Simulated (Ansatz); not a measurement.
# ZrS2: the cost of one run

Program: Ansatz 0.2.0. Level of theory: DFT PBE, scalar-relativistic, plane waves, PAW. These are calculated values, not measurements.

**1. The structure to begin with**

Symmetry: P-3m1, No. 164, trigonal system. The conventional cell has a = 3.691 Å, b = 3.691 Å, c = 6.041 Å, α = 90.00°, β = 90.00°, γ = 120.00°. Around Zr (site symmetry -3m) lie 6 S at 2.57 Å. S (site symmetry 3m) has 3 Zr at 2.57 Å in its first shell of neighbours.

As a file:

```cif
data_structure
_symmetry_space_group_name_H-M 'P 1'
_symmetry_Int_Tables_number 1
_cell_length_a 11.0741
_cell_length_b 11.0741
_cell_length_c 12.0822
_cell_angle_alpha 90.000
_cell_angle_beta 90.000
_cell_angle_gamma 120.000
_cell_volume 1283.20
loop_
_atom_site_label
_atom_site_type_symbol
_atom_site_fract_x
_atom_site_fract_y
_atom_site_fract_z
_atom_site_occupancy
Zr1 Zr 0.00000 0.00000 0.00000 1
Zr2 Zr 0.00000 0.00000 0.50000 1
Zr3 Zr 0.00000 0.33333 0.00000 1
Zr4 Zr 0.00000 0.33333 0.50000 1
Zr5 Zr 0.00000 0.66667 0.00000 1
Zr6 Zr 0.00000 0.66667 0.50000 1
Zr7 Zr 0.33333 0.00000 0.00000 1
Zr8 Zr 0.33333 0.00000 0.50000 1
Zr9 Zr 0.33333 0.33333 0.00000 1
Zr10 Zr 0.33333 0.33333 0.50000 1
Zr11 Zr 0.33333 0.66667 0.00000 1
Zr12 Zr 0.33333 0.66667 0.50000 1
Zr13 Zr 0.66667 0.00000 0.00000 1
Zr14 Zr 0.66667 0.00000 0.50000 1
Zr15 Zr 0.66667 0.33333 0.00000 1
Zr16 Zr 0.66667 0.33333 0.50000 1
Zr17 Zr 0.66667 0.66667 0.00000 1
Zr18 Zr 0.66667 0.66667 0.50000 1
S1 S 0.22222 0.11111 0.38105 1
S2 S 0.22222 0.11111 0.88104 1
S3 S 0.22222 0.44444 0.38105 1
S4 S 0.22222 0.44444 0.88104 1
S5 S 0.22222 0.77778 0.38105 1
S6 S 0.22222 0.77778 0.88104 1
S7 S 0.55556 0.11111 0.38105 1
S8 S 0.55556 0.11111 0.88104 1
S9 S 0.55556 0.44444 0.38105 1
S10 S 0.55556 0.44444 0.88104 1
S11 S 0.55556 0.77778 0.38105 1
S12 S 0.55556 0.77778 0.88104 1
S13 S 0.88889 0.11111 0.38105 1
S14 S 0.88889 0.11111 0.88104 1
S15 S 0.88889 0.44444 0.38105 1
S16 S 0.88889 0.44444 0.88104 1
S17 S 0.88889 0.77778 0.38105 1
S18 S 0.88889 0.77778 0.88104 1
S19 S 0.11111 0.22222 0.11896 1
S20 S 0.11111 0.22222 0.61896 1
S21 S 0.11111 0.55556 0.11896 1
S22 S 0.11111 0.55556 0.61896 1
S23 S 0.11111 0.88889 0.11896 1
S24 S 0.11111 0.88889 0.61896 1
S25 S 0.44444 0.22222 0.11896 1
S26 S 0.44444 0.22222 0.61896 1
S27 S 0.44444 0.55556 0.11896 1
S28 S 0.44444 0.55556 0.61896 1
S29 S 0.44444 0.88889 0.11896 1
S30 S 0.44444 0.88889 0.61896 1
S31 S 0.77778 0.22222 0.11896 1
S32 S 0.77778 0.22222 0.61896 1
S33 S 0.77778 0.55556 0.11896 1
S34 S 0.77778 0.55556 0.61896 1
S35 S 0.77778 0.88889 0.11896 1
S36 S 0.77778 0.88889 0.61896 1
```

The runs take a perfect supercell of 54 atoms; the defect goes to fractional position (0.000, 0.000, 0.000).

**2. The perfect supercell**

input.yaml

```yaml
crystal:
  lattice:
    - [11.074148, 0.0, 0.0]
    - [-5.537074, 9.590493, 0.0]
    - [0.0, 0.0, 12.082154]
  atoms:
    - { symbol: Zr, position: [0.0, 0.0, 0.0] }
    - { symbol: Zr, position: [0.0, 0.0, 0.5] }
    - { symbol: Zr, position: [0.0, 0.333333, 0.0] }
    - { symbol: Zr, position: [0.0, 0.333333, 0.5] }
    - { symbol: Zr, position: [0.0, 0.666667, 0.0] }
    - { symbol: Zr, position: [0.0, 0.666667, 0.5] }
    - { symbol: Zr, position: [0.333333, 0.0, 0.0] }
    - { symbol: Zr, position: [0.333333, 0.0, 0.5] }
    - { symbol: Zr, position: [0.333333, 0.333333, 0.0] }
    - { symbol: Zr, position: [0.333333, 0.333333, 0.5] }
    - { symbol: Zr, position: [0.333333, 0.666667, 0.0] }
    - { symbol: Zr, position: [0.333333, 0.666667, 0.5] }
    - { symbol: Zr, position: [0.666667, 0.0, 0.0] }
    - { symbol: Zr, position: [0.666667, 0.0, 0.5] }
    - { symbol: Zr, position: [0.666667, 0.333333, 0.0] }
    - { symbol: Zr, position: [0.666667, 0.333333, 0.5] }
    - { symbol: Zr, position: [0.666667, 0.666667, 0.0] }
    - { symbol: Zr, position: [0.666667, 0.666667, 0.5] }
    - { symbol: S, position: [0.222222, 0.111111, 0.381045] }
    - { symbol: S, position: [0.222222, 0.111111, 0.881045] }
    - { symbol: S, position: [0.222222, 0.444444, 0.381045] }
    - { symbol: S, position: [0.222222, 0.444444, 0.881045] }
    - { symbol: S, position: [0.222222, 0.777778, 0.381045] }
    - { symbol: S, position: [0.222222, 0.777778, 0.881045] }
    - { symbol: S, position: [0.555556, 0.111111, 0.381045] }
    - { symbol: S, position: [0.555556, 0.111111, 0.881045] }
    - { symbol: S, position: [0.555556, 0.444444, 0.381045] }
    - { symbol: S, position: [0.555556, 0.444444, 0.881045] }
    - { symbol: S, position: [0.555556, 0.777778, 0.381045] }
    - { symbol: S, position: [0.555556, 0.777778, 0.881045] }
    - { symbol: S, position: [0.888889, 0.111111, 0.381045] }
    - { symbol: S, position: [0.888889, 0.111111, 0.881045] }
    - { symbol: S, position: [0.888889, 0.444444, 0.381045] }
    - { symbol: S, position: [0.888889, 0.444444, 0.881045] }
    - { symbol: S, position: [0.888889, 0.777778, 0.381045] }
    - { symbol: S, position: [0.888889, 0.777778, 0.881045] }
    - { symbol: S, position: [0.111111, 0.222222, 0.118955] }
    - { symbol: S, position: [0.111111, 0.222222, 0.618955] }
    - { symbol: S, position: [0.111111, 0.555556, 0.118955] }
    - { symbol: S, position: [0.111111, 0.555556, 0.618955] }
    - { symbol: S, position: [0.111111, 0.888889, 0.118955] }
    - { symbol: S, position: [0.111111, 0.888889, 0.618955] }
    - { symbol: S, position: [0.444444, 0.222222, 0.118955] }
    - { symbol: S, position: [0.444444, 0.222222, 0.618955] }
    - { symbol: S, position: [0.444444, 0.555556, 0.118955] }
    - { symbol: S, position: [0.444444, 0.555556, 0.618955] }
    - { symbol: S, position: [0.444444, 0.888889, 0.118955] }
    - { symbol: S, position: [0.444444, 0.888889, 0.618955] }
    - { symbol: S, position: [0.777778, 0.222222, 0.118955] }
    - { symbol: S, position: [0.777778, 0.222222, 0.618955] }
    - { symbol: S, position: [0.777778, 0.555556, 0.118955] }
    - { symbol: S, position: [0.777778, 0.555556, 0.618955] }
    - { symbol: S, position: [0.777778, 0.888889, 0.118955] }
    - { symbol: S, position: [0.777778, 0.888889, 0.618955] }
basis:
  ecutwfc: 420
  fft_grid_basis: typed
kpoints:
  mp_grid: { grid: [3, 3, 1] }
hamiltonian:
  xc: pbe
  pseudopotentials: { kind: paw }
scf:
  occupations: { method: gaussian, width: 0.05 }
output:
  forces: true
  stress: false
  eigenvalues: true
  bader: false
  write_density: true
  volumetric_format: npy
```

The run is started by

```bash
$ ansatz run input.yaml --threads 8 --pin off --max-ram 16384MiB --backend cpu --events-out ev --progress --plain --runs-dir out
```

Q: Estimate wall time and peak memory on 8 threads of Arm Neoverse V2, shared host.

About 8.9 s, with a peak of 5 GiB.
